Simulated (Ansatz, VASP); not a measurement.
# Si24O47 (V_O): VASP beside Ansatz, part 2 of 3

Aim: how closely do two programs agree when they are given the same cell, functional and k mesh? Of the first pair: The structure shown is the start of the Ansatz relaxation below; VASP solves that cell, so the two are compared at the walk's first step.

VASP 6.6.1 and Ansatz 0.2.0.

So far: The structure; Ansatz: relaxation, r2SCAN.

## Step 3: VASP: single point, r2SCAN, start cell, pair 1

Level of this step: r2SCAN, spin-polarised from a ferromagnetic start; plane waves and PAW (Si, O) (VASP).

The same cell, functional and mesh now go to VASP, with its own data sets.

Lines of VASP's logs that name or quote its potential files are left out, and so is its time.

File INCAR:

```
SYSTEM = Si24O47
PREC = Accurate
ENCUT = 580
EDIFF = 1E-06
NELM = 200
ISMEAR = 0
SIGMA = 0.01
LREAL = Auto
ALGO = Normal
METAGGA = R2SCAN
LASPH = .TRUE.
NELECT = 377
NBANDS = 240
ISPIN = 2
MAGMOM = -0 0 0 0.03 0 0 0 -0 0 0 0 0.03 0 0 0 -0 0 -0 0 -0 0 -0 0 -0 0.05 0 0 0 0 0.02 -0 0.05 0.04 -0 -0 0 0 0 -0 0 -0 0 0 0 0.04 0.03 0 0 0 0 0 0 -0 0 0 0 0 0 0 0 -0 0 0 0 0 0 0 -0 0 0 0
LORBIT = 11
LWAVE = .FALSE.
LCHARG = .FALSE.
ISIF = 2
ISYM = 0
NUPDOWN = 1
GGA_COMPAT = .FALSE.
LMIXTAU = .TRUE.
NCORE = 2
```

File POSCAR:

```
Si24O47
1.0
    9.8422041343      0.0000000000      0.0000000000
   -4.9211020672      8.5235988096      0.0000000000
    0.0000000000      0.0000000000     10.8330695259
Si O
24 47
Direct
    0.2597151478      0.2624128669      0.0006700779
    0.9981365615      0.2327742124      0.3376520377
    0.2293556303      0.9977315920      0.1688887896
    0.2686097256      0.2701502090      0.4972615552
    0.9946250688      0.2332757611      0.8346042623
    0.2302573416      0.9982121402      0.6634812029
    0.2679021843      0.7623895898      0.0015420376
    0.9960085550      0.7361548966      0.3339270547
    0.2290483036      0.4953880508      0.1668711712
    0.2688899092      0.7647464581      0.5030447729
    0.9950400488      0.7345058279      0.8323774696
    0.2354669958      0.4959273770      0.6685422800
    0.7689355446      0.2699490029      0.0028163763
    0.4956957462      0.2288838369      0.3334363350
    0.7341542902      0.0048815061      0.1671229928
    0.7607624298      0.2654905575      0.4983395507
    0.5013347277      0.2304066679      0.8346002007
    0.7399579780      0.0009320007      0.6663899814
    0.7697861073      0.7642863238      0.0008156506
    0.4995164430      0.7392481909      0.3340310880
    0.7306165228      0.4943085772      0.1672874891
    0.7636372005      0.7630959816      0.4958390590
    0.4996984225      0.7305239417      0.8302905265
    0.7328035795      0.4996103284      0.6710692646
    0.1288009904      0.2044821723      0.3915073184
    0.2902277546      0.4245725404      0.0554162418
    0.0675637901      0.3602133405      0.2245406987
    0.2117654127      0.1377279746      0.1098290745
    0.3665352972      0.0773479624      0.2729180306
    0.4303045718      0.2900692601      0.4419871938
    0.1353722215      0.2032815057      0.8953309103
    0.0721128323      0.3604630003      0.7262681165
    0.2086420708      0.1393780992      0.6102687686
    0.3612281609      0.0708002586      0.7712883205
    0.4230516675      0.2899986326      0.9434717441
    0.1401583914      0.7096740632      0.3910416147
    0.2978978936      0.9278271041      0.0569016933
    0.0730519268      0.8610225756      0.2248646142
    0.2020459840      0.6346179731      0.1096456546
    0.3641731210      0.5676265517      0.2772521669
    0.4271533837      0.7890303322      0.4382398718
    0.1367226395      0.7078609792      0.8965673096
    0.2892437775      0.9293270574      0.5581893466
    0.0735561973      0.8685481527      0.7295593351
    0.2074316676      0.6300752910      0.6088970429
    0.3710453459      0.5764765693      0.7744299046
    0.4326383458      0.7927488319      0.9409378363
    0.6378372814      0.2119106073      0.3941682447
    0.7939565981      0.4325872302      0.0612338911
    0.5746224037      0.3692863860      0.2290907479
    0.7050077503      0.1357224836      0.1117587215
    0.8671473539      0.0686062323      0.2723205083
    0.9284057622      0.2986936688      0.4413090850
    0.6318930755      0.2034151347      0.8885343140
    0.7984969326      0.4281020355      0.5597156914
    0.5709077232      0.3694264677      0.7274862384
    0.7050758216      0.1300952831      0.6106751170
    0.8682268915      0.0754589715      0.7707224605
    0.9272431130      0.2917559889      0.9366112694
    0.6322976626      0.7039743580      0.3882501621
    0.7899220154      0.9243201347      0.0556426781
    0.5735543452      0.8672571487      0.2212581572
    0.7061120760      0.6353018392      0.1032050055
    0.8636057754      0.5720898072      0.2786636782
    0.9298603862      0.7985728977      0.4389542584
    0.6388215751      0.7122098465      0.8922125882
    0.7876322176      0.9241712540      0.5593369437
    0.5740993288      0.8703503257      0.7281703474
    0.7030134220      0.6338524514      0.6112088531
    0.8631019745      0.5667841845      0.7724174556
    0.9282205434      0.7888828593      0.9428533599
```

File KPOINTS:

```
Points of the shifted mesh
1
Reciprocal
 0.2500000000  0.2500000000  0.2500000000 1
```

The projector-augmented-wave data sets are Si and O (PBE family, release 64).

Command:

```
> mpirun -np 8 vasp_std
```

Numbers of over 12 decimals in the logs are rounded to 6 here.

The program printed:

```text
[banner, memory and clock lines left out]
running    8 mpi-ranks, on    1 nodes
[...]
|                                                                             |
|               ----> ADVICE to this user running VASP <----                  |
|                                                                             |
|     You enforced a specific xc type in the INCAR file but a different       |
|     [... a line on the potential file left out ...]
|     I HOPE YOU KNOW WHAT YOU ARE DOING!                                     |
|                                                                             |

 LDA part: xc-table for (None), standard interpolation
 POSCAR, INCAR and KPOINTS ok, starting setup
[...]
entering main loop
       N       E                     dE             d eps       ncg     rms          rms(c)
DAV:   1     0.237275605485E+04    0.23728E+04   -0.21410E+05   976   0.162E+03
DAV:   2    -0.673614750056E+03   -0.30464E+04   -0.29749E+04  1152   0.358E+02
DAV:   3    -0.886017814308E+03   -0.21240E+03   -0.21132E+03  1152   0.991E+01
DAV:   4    -0.889288164625E+03   -0.32704E+01   -0.32600E+01  1160   0.130E+01
DAV:   5    -0.889353457862E+03   -0.65293E-01   -0.65217E-01  1152   0.173E+00BRMIX: very serious problems
 the old and the new charge density differ
 old charge density:   378.00000 new  377.00000
    0.729E+01
DAV:   6    -0.756404928613E+03    0.13295E+03   -0.21045E+02  1088   0.265E+01    0.406E+01
DAV:   7    -0.708044802201E+03    0.48360E+02   -0.15548E+01  1136   0.114E+01    0.145E+01
DAV:   8    -0.756274410286E+03   -0.48230E+02   -0.15737E+01  1040   0.979E+00    0.734E+00
DAV:   9    -0.696784471324E+03    0.59490E+02   -0.11426E+01  1024   0.764E+00    0.296E+00
[...]
DAV:  23    -0.701915375940E+03    0.73419E-05   -0.23331E-06   744   0.523E-03    0.336E-03
DAV:  24    -0.701915382639E+03   -0.66991E-05   -0.16143E-06   656   0.402E-03    0.127E-03
DAV:  25    -0.701915382685E+03   -0.45606E-07   -0.30973E-07   664   0.155E-03
   1 F= -.70191538E+03 E0= -.70191538E+03  d E =-.240285E-30  mag=     1.0000
```

Parts of OUTCAR (step 3):

```text
  Total       -7.3810353     -6.6157809     -6.5827153      5.0712088      2.9627816     -2.6103540
  in kB      -13.0125066    -11.6633900    -11.6050965      8.9403635      5.2232801     -4.6019627
  external PRESSURE =     -12.0936644 kB  Pullay stress =       0.0000000 kB

 POSITION                                       TOTAL-FORCE (eV/Angst)
 -----------------------------------------------------------------------------------
      1.26481      2.23670      0.00726         2.223384      0.273502      0.342616
      8.67836      1.98407      3.65781        -3.165908      0.178399     -2.591579
     -2.65257      8.50426      1.82958         2.212115      0.208028     -2.685112
      1.31427      2.30265      5.38687         0.444816     -3.013145      0.048213
      8.64133      1.98835      9.04133         3.781601     -1.960155      0.176103
     -2.64606      8.50836      7.18754         0.577013      0.718758      2.358981
     -1.11505      6.49830      0.01671         0.080967      1.326950     -0.414950
      6.18023      6.27469      3.61746         2.690493     -1.351576     -0.074436
     -0.18352      4.22249      1.80773         0.856926      1.104936     -0.471980
     -1.11693      6.51839      5.44952        -1.621207      0.931985     -1.845969
      6.17881      6.26063      9.01720         2.740853     -1.092275      0.944375
     -0.12300      4.22709      7.24237        -1.168747      0.705321      2.161233
      6.23957      2.30094      0.03051        -1.223518     -1.105070     -1.024922
      3.75238      1.95091      3.61214         2.256294      2.535917     -0.992715
[...]
-----------------------------------------------------------------------------------
    total drift:                                0.010372     -0.007964     -0.014563

  FREE ENERGIE OF THE ION-ELECTRON SYSTEM (eV)
  ---------------------------------------------------
  free  energy   TOTEN  =      -701.9153826848 eV

  energy  without entropy=     -701.9153826848  energy(sigma->0) =     -701.91538268

 magnetization (x)
# of ion       s       p       d       tot
------------------------------------------
    1       -0.000  -0.000   0.000  -0.000
    2       -0.000  -0.000   0.000  -0.001
    3       -0.000  -0.000   0.000  -0.000
    4        0.037   0.066   0.000   0.103
    5        0.000   0.000   0.000   0.000
    6        0.002   0.003   0.000   0.004
    7       -0.000  -0.000   0.000  -0.000
    8       -0.000  -0.000   0.000  -0.000
    9       -0.000  -0.000   0.000  -0.000
   10       -0.000  -0.000   0.000  -0.001
   11        0.000   0.000   0.000   0.000
   12        0.025   0.049   0.000   0.073
   13       -0.000   0.000   0.000   0.000
[...]
--------------------------------------------------
tot          0.083   0.438   0.000   0.520

[... 3 further parts left out ...]
[key lines of the parts left out:]
E-fermi :   1.0785
```

The run ends at a pressure of -1.21 GPa, with forces up to 5.8 eV/Å.

## Step 4: Side by side

Known differences besides the potentials themselves: VASP starts from the moments at which Ansatz ended; VASP keeps PBE cores, Ansatz makes them for the functional; fixed occupations in Ansatz, narrow Gaussian smearing in VASP; the cutoff is 500 eV in Ansatz and 580 eV in VASP (PREC = Accurate, projectors in real space). Total energies have different zeros and are not compared.

Forces on 10 of the 71 atoms, those with the largest forces and the largest differences (eV/Å; atoms numbered as in POSCAR):

| atom | Ansatz x, y, z | VASP x, y, z |
| --- | --- | --- |
| Si2 | -3.188, 0.200, -2.585 | -3.166, 0.178, -2.592 |
| Si4 | 0.472, -3.068, 0.013 | 0.445, -3.013, 0.048 |
| Si5 | 3.760, -1.952, 0.175 | 3.782, -1.960, 0.176 |
| Si12 | -1.190, 0.750, 2.192 | -1.169, 0.705, 2.161 |
| Si20 | 1.854, -1.585, -3.701 | 1.857, -1.585, -3.698 |
| Si23 | 2.036, 4.833, 2.570 | 2.045, 4.787, 2.558 |
| O25 | 3.372, 0.849, 2.506 | 3.352, 0.862, 2.500 |
| O31 | -3.358, -0.405, -2.412 | -3.381, -0.397, -2.424 |
| O45 | 0.905, -0.765, -0.196 | 0.902, -0.727, -0.229 |
| O46 | -1.671, -4.437, -3.004 | -1.660, -4.401, -2.994 |

The forces differ by 16 meV/Å r.m.s., which is 1.0 % of the r.m.s. force of 1.553 eV/Å (both taken over all components). Moments aren't recorded for both runs of this pair, so they may hold unlike magnetic states. The cell carries a charge of +1 e against a uniform background, so its pressure also hangs on how the neutralising background is counted, and in a defect's cell a gap may be the spacing between its levels.

## Step 5: Ansatz: relaxation, r2SCAN

This run makes the geometry at which the two programs are then compared.

The structure compared here is the end of the Ansatz relaxation.

File input.yaml:

```yaml
crystal:
  lattice:
    - [9.84220413, 0.0, 0.0]
    - [-4.92110207, 8.52359881, 0.0]
    - [0.0, 0.0, 10.83306953]
  atoms:
    - { symbol: Si, position: [0.26551436, 0.26551436, 0.0] }
    - { symbol: Si, position: [0.0, 0.23448564, 0.33333333] }
    - { symbol: Si, position: [0.23448564, 0.0, 0.16666667] }
    - { symbol: O, position: [0.13451903, 0.2066065, 0.39229212] }
    - { symbol: O, position: [0.2933935, 0.42791253, 0.05895878] }
    - { symbol: O, position: [0.07208747, 0.36548097, 0.22562545] }
    - { symbol: O, position: [0.2066065, 0.13451903, 0.10770788] }
    - { symbol: O, position: [0.36548097, 0.07208747, 0.27437455] }
    - { symbol: O, position: [0.42791253, 0.2933935, 0.44104122] }
    - { symbol: Si, position: [0.26551436, 0.26551436, 0.5] }
    - { symbol: Si, position: [0.0, 0.23448564, 0.83333333] }
    - { symbol: Si, position: [0.23448564, 0.0, 0.66666667] }
    - { symbol: O, position: [0.13451903, 0.2066065, 0.89229212] }
    - { symbol: O, position: [0.07208747, 0.36548097, 0.72562545] }
    - { symbol: O, position: [0.2066065, 0.13451903, 0.60770788] }
    - { symbol: O, position: [0.36548097, 0.07208747, 0.77437455] }
    - { symbol: O, position: [0.42791253, 0.2933935, 0.94104122] }
    - { symbol: Si, position: [0.26551436, 0.76551436, 0.0] }
    - { symbol: Si, position: [0.0, 0.73448564, 0.33333333] }
    - { symbol: Si, position: [0.23448564, 0.5, 0.16666667] }
    - { symbol: O, position: [0.13451903, 0.7066065, 0.39229212] }
    - { symbol: O, position: [0.2933935, 0.92791253, 0.05895878] }
    - { symbol: O, position: [0.07208747, 0.86548097, 0.22562545] }
    - { symbol: O, position: [0.2066065, 0.63451903, 0.10770788] }
    - { symbol: O, position: [0.36548097, 0.57208747, 0.27437455] }
    - { symbol: O, position: [0.42791253, 0.7933935, 0.44104122] }
    - { symbol: Si, position: [0.26551436, 0.76551436, 0.5] }
    - { symbol: Si, position: [0.0, 0.73448564, 0.83333333] }
    - { symbol: Si, position: [0.23448564, 0.5, 0.66666667] }
    - { symbol: O, position: [0.13451903, 0.7066065, 0.89229212] }
    - { symbol: O, position: [0.2933935, 0.92791253, 0.55895878] }
    - { symbol: O, position: [0.07208747, 0.86548097, 0.72562545] }
    - { symbol: O, position: [0.2066065, 0.63451903, 0.60770788] }
    - { symbol: O, position: [0.36548097, 0.57208747, 0.77437455] }
    - { symbol: O, position: [0.42791253, 0.7933935, 0.94104122] }
    - { symbol: Si, position: [0.76551436, 0.26551436, 0.0] }
    - { symbol: Si, position: [0.5, 0.23448564, 0.33333333] }
    - { symbol: Si, position: [0.73448564, 0.0, 0.16666667] }
    - { symbol: O, position: [0.63451903, 0.2066065, 0.39229212] }
    - { symbol: O, position: [0.7933935, 0.42791253, 0.05895878] }
    - { symbol: O, position: [0.57208747, 0.36548097, 0.22562545] }
    - { symbol: O, position: [0.7066065, 0.13451903, 0.10770788] }
    - { symbol: O, position: [0.86548097, 0.07208747, 0.27437455] }
    - { symbol: O, position: [0.92791253, 0.2933935, 0.44104122] }
    - { symbol: Si, position: [0.76551436, 0.26551436, 0.5] }
    - { symbol: Si, position: [0.5, 0.23448564, 0.83333333] }
    - { symbol: Si, position: [0.73448564, 0.0, 0.66666667] }
    - { symbol: O, position: [0.63451903, 0.2066065, 0.89229212] }
    - { symbol: O, position: [0.7933935, 0.42791253, 0.55895878] }
    - { symbol: O, position: [0.57208747, 0.36548097, 0.72562545] }
    - { symbol: O, position: [0.7066065, 0.13451903, 0.60770788] }
    - { symbol: O, position: [0.86548097, 0.07208747, 0.77437455] }
    - { symbol: O, position: [0.92791253, 0.2933935, 0.94104122] }
    - { symbol: Si, position: [0.76551436, 0.76551436, 0.0] }
    - { symbol: Si, position: [0.5, 0.73448564, 0.33333333] }
    - { symbol: Si, position: [0.73448564, 0.5, 0.16666667] }
    - { symbol: O, position: [0.63451903, 0.7066065, 0.39229212] }
    - { symbol: O, position: [0.7933935, 0.92791253, 0.05895878] }
    - { symbol: O, position: [0.57208747, 0.86548097, 0.22562545] }
    - { symbol: O, position: [0.7066065, 0.63451903, 0.10770788] }
    - { symbol: O, position: [0.86548097, 0.57208747, 0.27437455] }
    - { symbol: O, position: [0.92791253, 0.7933935, 0.44104122] }
    - { symbol: Si, position: [0.76551436, 0.76551436, 0.5] }
    - { symbol: Si, position: [0.5, 0.73448564, 0.83333333] }
    - { symbol: Si, position: [0.73448564, 0.5, 0.66666667] }
    - { symbol: O, position: [0.63451903, 0.7066065, 0.89229212] }
    - { symbol: O, position: [0.7933935, 0.92791253, 0.55895878] }
    - { symbol: O, position: [0.57208747, 0.86548097, 0.72562545] }
    - { symbol: O, position: [0.7066065, 0.63451903, 0.60770788] }
    - { symbol: O, position: [0.86548097, 0.57208747, 0.77437455] }
    - { symbol: O, position: [0.92791253, 0.7933935, 0.94104122] }
  host:
    repeats: [2, 2, 2]
    atoms:
      - { symbol: Si, position: [0.53102872, 0.53102872, 0.0] }
      - { symbol: Si, position: [0.0, 0.46897128, 0.66666667] }
      # ... 7 more atoms of the perfect host
total_charge: 1
basis:
  ecutwfc: 500
  xc_grid: 2
hamiltonian:
  xc: r2scan
  pseudopotentials: { kind: paw, azcp: { folder: soft_1 } }
kpoints:
  mp_grid: { grid: [1, 1, 1], shift: [0.25, 0.25, 0.25] }
magnetization:
  spin_polarized: true
  initial_magnetization: 1
  spin_locking: { lock_magnetization: hard }
scf:
  occupations: { method: fixed }
  max_iter: 80
output:
  forces: true
  charged_corrections:
    epsilon: [2.49, 2.49, 2.52]
    static_epsilon: [4.64, 4.64, 4.86]
    defect_position: [0.293394, 0.427913, 0.558959]
relax:
  f_tol: 0.02
  max_steps: 80
  random_displacement: { amplitude: 0.05, seed: 6548 }
checkpoint:
  write: "../qp1_M1.relax.run"
  compress: false
  write_wavefunctions: true
  write_every: 100000
```

Command:

```
> ansatz run input.yaml --threads 8 --pin off --max-ram 22609MiB --backend cpu --events-out ev --progress --plain --runs-dir out
```

The program printed:

```text
[...]
Crystal: 71 atoms, lattice volume = 908.797 Å³
Basis set: ecut = 500 eV, 23025 PW (Γ), exchange–correlation on 144×144×160 points (8 copies of the dense FFT grid, shifted against one another)
Bands: 260, of which v1, the nominal top of the filled ones, is band 189 counted from 1 (188 counted from 0)
Symmetry: 1 space group operations
k-points: 1
[...]
Starting moments: Σ|m| = 1 μB on 71 of 71 sites
[...]
- { symbol: Si, position: [0.266248, 0.766032, -0.000240487] }
    - { symbol: Si, position: [-0.00194151, 0.732477, 0.333204] }
[...]
- { symbol: Si, position: [0.733625, 0.501019, 0.166857] }
[...]
- { symbol: Si, position: [0.767070, 0.767214, 0.500270] }
    - { symbol: Si, position: [0.503374, 0.733076, 0.831766] }
    - { symbol: Si, position: [0.729989, 0.501571, 0.669617] }
[...]
- { symbol: O, position: [0.569841, 0.859414, 0.721087] }
    - { symbol: O, position: [0.703721, 0.636808, 0.609310] }
    - { symbol: O, position: [0.861680, 0.571407, 0.777003] }
    - { symbol: O, position: [0.929424, 0.791639, 0.946397] }
```

(Continued in part 3 of 3.)

[Lines on the potential files, build, host, timing and source positions are cut from VASP's logs without a mark.]

[Logs are printed without paths, hosts, clocks, repeated set-up lines and the standing remarks that a program may print on its own settings, such as how far it seeks lower states.]

[Hosts, paths, dates, database ids (printed as entryN), source tags and the programs' standing remarks are cut or masked in the printed files.]
